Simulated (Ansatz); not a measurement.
ZnO and its competing phases

Theory: DFT PBE, scalar-relativistic, plane waves, PAW in Ansatz. All cells share a 420 eV cutoff and Γ-centred k meshes spaced at most about 0.3 Å⁻¹ (2π included). No spin polarisation.

Formation energies are uncorrected and refer to the elements' standard structures at the same level (O₂ as a molecule).

These are static total energies at zero pressure.

The competitors are the elements and 2 reference phases of this chemical system (from databases or known types: Zn5O12, ZnO), relaxed at the same level; other known phases may be missing.

The candidate was reached from: 4-connected net, two elements alternating, changed on relaxing.

```
Zn O
1.0
     0.00000    2.16486    2.16486
     2.16486    0.00000    2.16486
     2.16486    2.16486    0.00000
Zn O
1 1
Direct
  0.00000 0.00000 0.00000
  0.50000 0.50000 0.50000
```

Q: Is it stable, and against what?

A: Not the lowest form: another structure of the same formula lies lower. Its formation energy is -1.271 eV/atom. The lowest competing phase at this composition is this:

```tsv
phase	space group	source	share of atoms	ΔE_f (eV/atom)
ZnO	P6_3mc (No. 186)	COD	1.0000	-1.424
```

The candidate lies 153 meV/atom above this phase. The same end was reached from a cell as deposited in COD. It is metastable at best. Checks: no imaginary mode on a 4×4×4 q mesh. It has the rock salt type.
